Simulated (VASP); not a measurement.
Runs of VASP 6.6.1 on MoS2. The cell holds a slab with vacuum, 9 atoms: a = 3.141 Å, b = 3.141 Å, c = 27.626 Å, α = 90.00°, β = 90.00°, γ = 120.00°. 

```csv
potentials or basis,k mesh,cutoff (eV),smearing,gap on the mesh (eV),largest force (eV/Å)
"VASP PAW PBE potentials, release 64 (Mo_sv, S)",9 × 9 × 1,700,gaussian 0.02 eV,1.28,0.01
"VASP PAW PBE potentials, release 64 (Mo_sv, S)",9 × 9 × 1,520,gaussian 0.5 eV,1.28,0.01
"VASP PAW PBE potentials, release 64 (Mo_sv, S)",15 × 15 × 2,520,gaussian 0.02 eV,1.23,0.01
"VASP PAW PBE potentials, release 64 (Mo_sv, S_h)",9 × 9 × 1,900,gaussian 0.02 eV,1.28,(a)
```

Alike in all rows: task single point; level PBEsol; no spin polarisation; cell as given.

Problem. Fill in the values left out.

Solution. (a) 0.02.

Caveats: the PAW data sets were made with another functional, which shifts forces and pressure a little.

A k mesh can miss the band edges, and the runs leave out spin-orbit coupling on Mo.
